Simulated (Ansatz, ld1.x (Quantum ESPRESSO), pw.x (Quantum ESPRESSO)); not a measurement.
**What a changed setting does to a pw.x run (sc S)**

Potential: norm-conserving Troullier–Martins (Kleinman–Bylander form), ld1.x (Quantum ESPRESSO) 7.5, PBE; core [Ne], reference 3s2 3p4; waves: 3p (bound): rc 1.15 bohr; 3d channel at 0.35 Ry: rc 1.05 bohr; 3s (bound): rc 1.35 bohr; local part: the s channel; core correction: none.

The reference run (k-mesh 13³, cutoffs 170/680 Ry, Fermi–Dirac 0.01 Ry, mixing_beta 0.4, conv_thr 1e-9, no spin) gives -0.83 GPa at 17.421 Å³/atom, where all-electron LAPW gives -0.69 GPa. This run, with its own iteration cap, changes ecutrho/ecutwfc to 3.

```
&control
  calculation='scf', prefix='x', pseudo_dir='./', outdir='./tmp', tstress=.true., disk_io='none'
/
&system
  ibrav=0, nat=1, ntyp=1, ecutwfc=170, ecutrho=510, nbnd=10,
  occupations='smearing', smearing='fd', degauss=0.01
/
&electrons
  conv_thr=1e-09, mixing_beta=0.4, electron_maxstep=60
/
ATOMIC_SPECIES
S 1.0 S.UPF
CELL_PARAMETERS angstrom
  2.59233442 0.00000000 0.00000000
  0.00000000 2.59233442 0.00000000
  0.00000000 0.00000000 2.59233442
ATOMIC_POSITIONS crystal
S 0.0000 0.0000 0.0000
K_POINTS automatic
13 13 13 0 0 0
```

```bash
pw.x < S.scf.in > S.scf.out
```

How does the run end?

It converges in 6 iterations; the free energy moves by +0.0 meV/atom and the pressure by +0.00 GPa. Below 4 the density is truncated and F is no longer variational, so a small shift in one case is no licence.

```
Message from routine set_cutoff:
     ecutrho < 4*ecutwfc, are you sure?
     Message from routine setup:
     using ibrav=0 with symmetry is DISCOURAGED, use correct ibrav instead
     lattice parameter (alat)  =       4.8988  a.u.
     unit-cell volume          =     117.5627 (a.u.)^3
     number of electrons       =         6.00
     number of Kohn-Sham states=           10
     kinetic-energy cutoff     =     170.0000  Ry
     charge density cutoff     =     510.0000  Ry
     scf convergence threshold =      1.0E-09
     Exchange-correlation= PBE
     number of k points=    84  Fermi-Dirac smearing, width (Ry)=  0.0100
     iteration #  1     ecut=   170.00 Ry     beta= 0.40
     total energy              =     -20.41478451 Ry
     estimated scf accuracy    <       0.00157281 Ry
     iteration #  2     ecut=   170.00 Ry     beta= 0.40
     total energy              =     -20.41496026 Ry
     estimated scf accuracy    <       0.00058515 Ry
     iteration #  3     ecut=   170.00 Ry     beta= 0.40
     total energy              =     -20.41497422 Ry
     estimated scf accuracy    <       0.00000111 Ry
     iteration #  4     ecut=   170.00 Ry     beta= 0.40
     total energy              =     -20.41497460 Ry
     estimated scf accuracy    <       0.00000002 Ry
     iteration #  5     ecut=   170.00 Ry     beta= 0.40
     total energy              =     -20.41497461 Ry
     estimated scf accuracy    <          5.3E-09 Ry
     iteration #  6     ecut=   170.00 Ry     beta= 0.40
     the Fermi energy is     8.2261 ev
!    total energy              =     -20.41497461 Ry
     estimated scf accuracy    <          1.5E-10 Ry
     smearing contrib. (-TS)   =      -0.00221084 Ry
     The total energy is F=E-TS. E is the sum of the following terms:
     one-electron contribution =       3.38441650 Ry
     hartree contribution      =       1.47283820 Ry
     xc contribution           =      -4.41947020 Ry
     ewald contribution        =     -20.85054829 Ry
     convergence has been achieved in   6 iterations
          total   stress  (Ry/bohr**3)                   (kbar)     P=       -8.34
     Message from routine punch:
     Nothing written, as per user request (disk_io='none')
```

The run took about 25 s on one core of a shared host (Neoverse-V1, 32 threads, 247 GiB, load 17).
